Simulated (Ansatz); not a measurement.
# SrTiO3: the cost of one run

Program: Ansatz 0.2.0. Level of theory: DFT PBE, scalar-relativistic, plane waves, PAW, and further levels as typed in the inputs. These are calculated values, not measurements.

## (1) The structure to begin with

It takes space group P4/mmm (No. 123, tetragonal). The conventional cell has a = 3.987 Å, b = 3.987 Å, c = 3.864 Å, α = 90.00°, β = 90.00°, γ = 90.00°. Around Sr (site symmetry 4/mmm) lie 12 O at 2.78 to 2.82 Å. Ti (site symmetry 4/mmm) is surrounded by 6 O at 1.93 to 1.99 Å. Around O (site symmetry mmm) lie 2 Ti at 1.99 Å and 4 Sr at 2.78 Å. O (site symmetry 4/mmm) is surrounded by 2 Ti at 1.93 Å.

Structure file:

```
Sr Ti O
1.0
     3.98700    0.00000    0.00000
     0.00000    3.98700    0.00000
     0.00000    0.00000    3.86400
Sr Ti O
1 1 3
Direct
  0.50000 0.50000 0.50000
  0.00000 0.00000 0.00000
  0.50000 0.00000 0.00000
  0.00000 0.50000 0.00000
  0.00000 0.00000 0.50000
```

The structure rests on an entry of the Crystallography Open Database; cell or positions may have been set otherwise for this series.

## (2) Single point: SrTiO3, no spin

Contents of input.yaml:

```yaml
crystal:
  lattice:
    - [3.987, 0.0, 0.0]
    - [0.0, 3.987, 0.0]
    - [0.0, 0.0, 3.864]
  atoms:
    - { symbol: Sr, position: [0.5, 0.5, 0.5] }
    - { symbol: Ti, position: [0.0, 0.0, 0.0] }
    - { symbol: O, position: [0.5, 0.0, 0.0] }
    - { symbol: O, position: [0.0, 0.5, 0.0] }
    - { symbol: O, position: [0.0, 0.0, 0.5] }
scf:
  occupations: { method: fixed }
output:
  forces: true
  stress: true
  eigenvalues: true
  optics:
    e_range: [0, 9]
    de: 0.04
    sigma: 0.1
    bands: { spectra_wanted_up_to: 9 }
    nscf_kmesh: { grid: [14, 14, 14] }
  write_density: true
  write_potential: true
  elf: true
  volumetric_format: npy
kpoints:
  mp_grid: { grid: [8, 8, 8] }
  band_path:
    path:
      - [[0.0, 0.0, 0.0], [0.0, 0.5, 0.0], [0.5, 0.5, 0.0], [0.0, 0.0, 0.0], [0.0, 0.0, 0.5], [0.0, 0.5, 0.5], [0.5, 0.5, 0.5], [0.0, 0.0, 0.5]]
      - [[0.0, 0.5, 0.0], [0.0, 0.5, 0.5]]
      - [[0.5, 0.5, 0.0], [0.5, 0.5, 0.5]]
    npoints: 10
```

Run with:

```bash
$ ansatz run input.yaml --threads 4 --pin off --max-ram 12288MiB --backend cpu --events-out ev --progress --plain --runs-dir out
```

**Question.** How long does this run take on 4 threads of Arm Neoverse V1, shared host, and how much memory does it need?

About 72 s, with a peak of 2.4 GiB.
